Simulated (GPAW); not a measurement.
A run of GPAW 26.7.0 is set up as follows.

File run.py:

```python
from ase import Atoms
from ase.dft.bandgap import bandgap
from ase.io import write
from ase.units import GPa
from gpaw import GPAW, PW

atoms = Atoms(['Zn', 'S'],
              cell=[[0.0, 2.702, 2.702],
                    [2.702, 0.0, 2.702],
                    [2.702, 2.702, 0.0]],
              scaled_positions=[[0.75, 0.75, 0.75],
                                [0.0, 0.0, 0.0]],
              pbc=True)

calc = GPAW(mode=PW(600),
            xc='PBE',
            kpts={'size': (9, 9, 9), 'gamma': True},
            occupations={'name': 'methfessel-paxton', 'order': 0, 'width': 0.03},
            nbands=18,
            convergence={'density': 1e-05, 'energy': 1e-05},
            maxiter=150,
            txt='gpaw.txt')
atoms.calc = calc
energy = atoms.get_potential_energy()
forces = atoms.get_forces()
stress = atoms.get_stress()
calc.write('gs.gpw')
write('result.traj', atoms)
print(f'Energy: {energy:.6f} eV')
print('Forces (eV/A):')
print(forces.round(4))
print('Stress (GPa):', (stress / GPa).round(3))
print('Fermi level:', round(calc.get_fermi_level(), 4), 'eV')
print(f'Gap: {bandgap(calc)[0]:.4f} eV, direct: {bandgap(calc, direct=True)[0]:.4f} eV')
```

Potentials or basis: GPAW PAW data sets (gpaw-data 1.2.1), pw.

Run with:

```console
$ OMP_NUM_THREADS=1 python run.py
```

(1) Predict the band gap on the k mesh.

(2) Estimate the pressure.

## Answers

(1) 2.10 eV, direct.

(2) 1.6 GPa.

**What was measured.**

“Electronic, vibrational, and thermodynamic properties of ZnS (zincblende and rocksalt structure)”, 2009, arxiv:0911.5022 quotes, for a bulk crystal of ZnS at 19 K: band gap 3.85 eV (direct).

Measured gap of ZnS: 3.85 eV (direct; 19 K; quoted in “Electronic, vibrational, and thermodynamic properties of ZnS (zincblende and rocksalt structure)”, 2009, arxiv:0911.5022). This calculation gives 2.10 eV (-1.75 eV). The value is that of PBE, without temperature or zero-point motion. Semilocal functionals fall short of measured gaps as a rule.
